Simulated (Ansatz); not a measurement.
# I: further runs on the relaxed cell

The task here is to estimate one member of a computed series from the others.

Method: DFT PBE+D3(BJ), scalar-relativistic, plane waves, PAW, in Ansatz 0.2.0.

### The structure to begin with

It takes space group C2/m (No. 12, monoclinic). Conventional cell: a = 4.735 Å, b = 7.269 Å, c = 2.938 Å, α = 90.00°, β = 127.97°, γ = 90.00°. I (site symmetry 2/m) has 2 I at 2.94 Å as nearest neighbours.

As a file:

```xyz
1
Lattice="2.3774 -3.6343 -0.1599 2.3774 3.6343 -0.1599 -1.6681 0.0000 2.4186" Properties=species:S:1:pos:R:3 pbc="T T T"
I     1.5434    0.0000    1.0494
```

It goes back to an entry of the Materials Project, which need not be the stable form.

It is the result of an earlier relaxation at this level (volume 39.85 Å³/atom; gap on the mesh: none (metal)).

The first run:

input.yaml reads:

```yaml
crystal:
  lattice:
    - [2.3773896325, -3.6342876406, -0.1598815673]
    - [2.3773896325, 3.6342876406, -0.1598815673]
    - [-1.6680719313, 0.0, 2.4185668454]
  atoms:
    - { symbol: I, position: [0.5, 0.5, 0.5] }
basis:
  ecutwfc: 420
kpoints:
  mp_grid: { grid: [12, 12, 18] }
  band_path:
    path:
      - [[0.0, 0.0, 0.0], [0.5, 0.5, -0.5], [0.7579903, 0.2420097, -0.5]]
      - [[0.2420097, -0.2420097, -0.5], [0.0, 0.0, -0.5], [0.0, 0.0, 0.0], [0.5, -0.5, 0.0]]
      - [[0.5, 0.0, -0.5], [0.0, 0.0, 0.0], [0.0, -0.5, 0.0]]
    npoints: 14
hamiltonian:
  xc: pbe
  dispersion: d3bj
scf:
  occupations: { method: gaussian, width: 0.1 }
  n_extra_bands: 6
output:
  forces: true
  stress: true
  eigenvalues: true
  populations: true
  dos: { projected: true, de: 0.02, nscf_kmesh: { grid: [18, 18, 27] } }
  bader: true
```

Run with:

```sh
$ ansatz run input.yaml --threads 1 --pin off --max-ram 2560MiB --backend cpu --events-out ev --progress --plain --runs-dir out
```

Among the steps run: Bands, states and charges; The cell as listed, for comparison; The cell scaled to 0.97 of its volume; Point at V/V0 = 1.03; Volume × 0.94; Volume × 1.06; Volume × 0.91; Volume × 1.10; Point at V/V0 = 0.88.

One of the session's tables, all rows but one given; the rest of the session is left out.

It belongs to the step «Fit of the equation of state». 

```
volume (Å³/atom)  energy above the lowest point (meV/atom)  pressure (GPa)
          35.072                                      24.5            1.85
          36.268                                      13.1            1.26
          37.464                                         ?               ?
          38.659                                       1.4            0.37
          39.855                                       0.0           -0.02
          41.051                                       1.2           -0.32
          42.246                                       4.5           -0.57
          43.840                                      11.1           -0.76
```

Q: Estimate the row for volume (Å³/atom) = 37.464 from the others.

Worked estimate for «energy above the lowest point (meV/atom)». A straight line through the neighbours (36.268, 13.1) and (38.659, 1.4) gives 13.1 + (1.4 − 13.1) × (37.464 − 36.268) / (38.659 − 36.268) = 7.2; a parabola fitted to 4 rows on both sides gives 5.6.

As computed: energy above the lowest point (meV/atom): 5.6; pressure (GPa): 0.78. In «energy above the lowest point (meV/atom)» the line misses by +1.6 and the parabola by 0.0.

Caveats from the session: The final runs have no spin polarisation, so no magnetic state was tried and one may lie lower.
